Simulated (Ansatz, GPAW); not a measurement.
# BP: 3 runs at one level of theory

```
P B
1.0
     0.00000    2.26900    2.26900
     2.26900    0.00000    2.26900
     2.26900    2.26900    0.00000
P B
1 1
Direct
  0.75000 0.75000 0.75000
  0.00000 0.00000 0.00000
```

Alike in all runs: task single point; functional PBE; k mesh 10 × 10 × 10; occupations gaussian, width 0.02 eV; no spin polarisation; no spin-orbit coupling. Pressure is positive in compression and, in plane waves, holds the error of the finite cutoff, which Ansatz's Pulay term estimates and takes out.

```csv
program and potentials,plane-wave cutoff (eV),notes,band gap (eV),pressure (GPa)
"Ansatz, Ansatz PAW",420,Pulay term of +0.13 GPa included,1.24,1.13
"Ansatz, all-electron LAPW, scalar-relativistic",-,-,1.25,1.09
"GPAW, GPAW PAW data sets (gpaw-data 1.2.1)",800,-,1.24,1.38
```

The band gap spans 1.24 (Ansatz, Ansatz PAW) to 1.25 eV (Ansatz, all-electron LAPW, scalar-relativistic), with all-electron results at 1.25. The pressure spans 1.09 (Ansatz, all-electron LAPW, scalar-relativistic) to 1.38 GPa (GPAW, GPAW PAW data sets (gpaw-data 1.2.1)), with all-electron results at 1.09. The gap is indirect and read on the mesh alone.

The functional is the same throughout but for its coding, so the spread measures potentials, basis and numerics; runs on potential files found faulty are left out.

All three runs describe BP as an indirect-gap semiconductor under slight compression. Boron and phosphorus differ little in electronegativity, so the bonding is largely covalent, and the band structure resembles that of silicon, with a valence-band top of bonding p character at the zone centre and conduction minima towards the zone boundary. The gap of 1.24 to 1.25 eV lies well below the measured one. Agreement with the all-electron result rules out the potentials as the main cause and points to PBE, whose Kohn–Sham gap lacks the derivative discontinuity.

The positive pressure means that PBE favours a slightly larger cell than the one used, in line with its usual tendency to underbind. Because the short covalent bonds make the lattice stiff, even a small mismatch in volume produces a noticeable pressure. For the same reason, the spread from 1.09 to 1.38 GPa, which probably reflects differences in data sets and residual basis error, corresponds to only a minute change in lattice constant. A single volume doesn't determine the bulk modulus.
